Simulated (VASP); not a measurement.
## Mg2Si: electrostatic potential with r2SCAN

Mg2Si:

```xyz
3
Lattice="0.0000 3.1797 3.1797 3.1797 0.0000 3.1797 3.1797 3.1797 0.0000" Properties=species:S:1:pos:R:3 pbc="T T T"
Si    0.0000    0.0000    0.0000
Mg    1.5898    1.5898    1.5898
Mg    4.7695    4.7695    4.7695
```

The cell was built by a generator and needn't be a form met in nature.

- Program: VASP 6.6.1
- Task: electrostatic potential
- Functional: r2SCAN
- Potentials or basis: VASP PAW PBE potentials, release 64 (Si, Mg)
- Cutoff: 520 eV
- k mesh: 8 × 8 × 8
- Occupations: gaussian, width 0.02 eV
- Spin: no spin polarisation
- Further INCAR settings: ALGO = Normal; EDIFF = 1e-06

```
Pressure               : -0.9 GPa
Band gap on the k mesh : 0.46 eV, indirect (least direct gap 2.43 eV)
```

Levels at points of the mesh, in eV from the valence-band top:
| k point | band 1 | band 2 | band 3 | band 4 | band 5 | band 6 | band 7 | band 8 |
| --- | --- | --- | --- | --- | --- | --- | --- | --- |
| (0.00, 0.00, 0.00) | -9.50 | 0.00 | 0.00 | 0.00 | 2.43 | 2.83 | 2.83 | 2.83 |
| (0.50, 0.00, 0.00) | -8.02 | -4.88 | -0.74 | -0.74 | 1.70 | 2.82 | 2.82 | 5.61 |
| (0.50, 0.50, 0.00) | -7.44 | -4.53 | -2.03 | -2.03 | 0.46 | 0.74 | 8.62 | 8.62 |

Wall time 23 s on 4 MPI ranks on Intel(R) Xeon(R) 6975P-C (Granite Rapids), with other jobs on the host, peak memory 0.22 GiB a rank.

Caveat: the PAW data sets were made with another functional, which shifts forces and pressure a little. r2SCAN opens gaps a little over a GGA but as a rule still falls short of measured ones.
